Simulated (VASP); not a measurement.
Write the native input for VASP 6.6.1 that does the following.

```yaml
Task: dielectric tensor
Functional: PBE
Dispersion: D3(BJ)
Potentials_or_basis: VASP PAW PBE potentials, release 64 (Zr_sv, S)
Cutoff: 600 eV
k_mesh: 15 × 15 × 7
Occupations: gaussian, width 0.03 eV
Spin: no spin polarisation
Monkhorst-Pack_mesh: no
Further_INCAR_settings: ALGO = Fast; EDIFF = 1e-08
```

The structure of ZrS2 lies in POSCAR:

```
ZrS2                                    
1.0
    3.6343349993     -0.0000000000      0.0000000000
   -1.8171674998      3.1474264353     -0.0000000000
    0.0000000000     -0.0000000000      5.7203798889
  Zr              S             
     1     2
Direct
     1.0000000000000000    0.0000000000000000    0.0000000000000000
     0.6666666699999979    0.3333333300000021    0.7446134539813998
     0.3333333300000021    0.6666666699999979    0.2553865460186003
```

The cell is a database's computed one.

The input as run:

INCAR

```
PREC = Accurate ; ENCUT = 600
EDIFF = 1E-8 ; ISMEAR = 0
SIGMA = 0.03 ; LREAL = F
LASPH = T ; NELM = 80
ALGO = Fast ; ISIF = 2
LWAVE = F ; LCHARG = F
GGA = PE ; IVDW = 12
LEPSILON = T ; KPAR = 2
```

KPOINTS

```
Automatic mesh
0
Gamma
  15 15 7
```

Potentials or basis: VASP PAW PBE potentials, release 64 (Zr_sv, S).

Run with:

```sh
$ cat potpaw_PBE.64/Zr_sv/POTCAR potpaw_PBE.64/S/POTCAR > POTCAR
$ mpirun -np 2 vasp_std > vasp.out
```

It gave:

```yaml
Band_gap_on_the_k_mesh: 0.68 eV, indirect (least direct gap 1.42 eV)
Electronic_dielectric_tensor_diagonal: 11.91, 11.91, 6.49
Born_charges_mean_of_the_diagonal: Zr +5.34; S -2.67 e
Dispersion_energy_per_atom: -0.363 eV
```

Caveat: the gap is small at this level, which inflates the dielectric constant; an odd mesh through Γ misses points on the zone boundary, where band edges often lie.

Run time: 26 min on 2 MPI ranks on Intel(R) Xeon(R) Platinum 8559C (Emerald Rapids), on a shared host, peak memory 1.3 GiB a rank.
